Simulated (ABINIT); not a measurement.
Runs of ABINIT 10.8.3 (patched build) on GaAs. Symmetry: F-43m, No. 216, cubic system. The conventional cell has a = 5.654 Å, b = 5.654 Å, c = 5.654 Å, α = 90.00°, β = 90.00°, γ = 90.00°. As (site symmetry -43m) has 4 Ga at 2.45 Å as nearest neighbours. Ga (site symmetry -43m) has 4 As at 2.45 Å as nearest neighbours. 

```csv
task,level,potentials or basis,spin,k mesh,cutoff (eV),fine-grid cutoff,mesh quality,gap on the mesh (eV),pressure (GPa),V0 of scaled cells (Å³/atom),B0 (GPa)
single point,LDA,JTH PAW LDA v2.0,off,10 × 10 × 10,463,925.187 eV,not flagged,0.28,-2.0,-,-
band structure,PBEsol,JTH PAW PBE v2.0 sp,"SOC, no magnetisation",8 × 8 × 8,463,925.187 eV,not flagged,(a),0.3,-,-
equation of state,LDA-PZ,JTH PAW LDA v2.0,off,8 × 8 × 8,463,925.187 eV,not flagged,-,-,21.99,74
single point,PBEsol,PseudoDojo NC SR PBEsol v0.4.1 standard,off,6 × 6 × 6,1034,-,not flagged,0.44,(c),-,-
equation of state,LDA,JTH PAW LDA v2.0,off,8 × 8 × 8,463,925.187 eV,not flagged,-,-,21.98,74
equation of state,PBE,JTH PAW PBE v2.0,off,8 × 8 × 8,463,925.187 eV,not flagged,-,-,(b),(d)
single point,PBEsol,JTH PAW PBE v2.0,off,3 × 3 × 3,463,925.187 eV,coarse,0.40,1.4,-,-
single point,PBEsol,JTH PAW PBE v2.0,off,10 × 10 × 10,463,925.187 eV,not flagged,0.44,0.2,-,-
```

Alike in all rows: cell as given; smearing fermi-dirac 0.05 eV.

Question: Estimate the missing entries.

Answer: (a) 0.35; (b) 23.74; (c) -0.8; (d) 60.

Caveats: some runs use coarse meshes; the PAW data sets were made with another functional, which shifts forces and pressure a little (some runs); pressures at fixed basis lie under the slope of the energies (some runs); this set keeps more shells in the core, which shifts pressures and gaps (some runs).

A k mesh can miss the band edges, and rows without SOC leave out spin-orbit coupling on As, Ga.

The runs don't all hold the same shells in valence.
